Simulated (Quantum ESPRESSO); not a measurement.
# Ag in Quantum ESPRESSO: the effect of functional

The system is Ag.

```
Ag
1.0
     0.00000    2.04275    2.04275
     2.04275    0.00000    2.04275
     2.04275    2.04275    0.00000
Ag
1
Cartesian
  0.0000 0.0000 0.0000
```

Alike in all runs:

* Program: Quantum ESPRESSO 7.5
* Task: band structure
* Potentials or basis: SG15 PBE 1.2
* Cutoff: 952 eV
* Density cutoff: 3810 eV
* k mesh: 11 × 11 × 11
* Occupations: fermi-dirac, width 0.05 eV
* Spin: no spin polarisation

| functional | pressure (GPa) |
| --- | --- |
| LDA | -8.7 |
| PBEsol | -3.3 |
| RPBE | 8.9 |
| AM05 | -3.2 |
| HLE16 | ? |

Q: What does the run with functional HLE16 give?

A: Pressure -4.7 GPa.

Caveats: the potentials were made for another functional, which shifts forces and pressure; the potentials were made for a functional far from this one (some runs).

Runs at the PBE level aren't shown here.
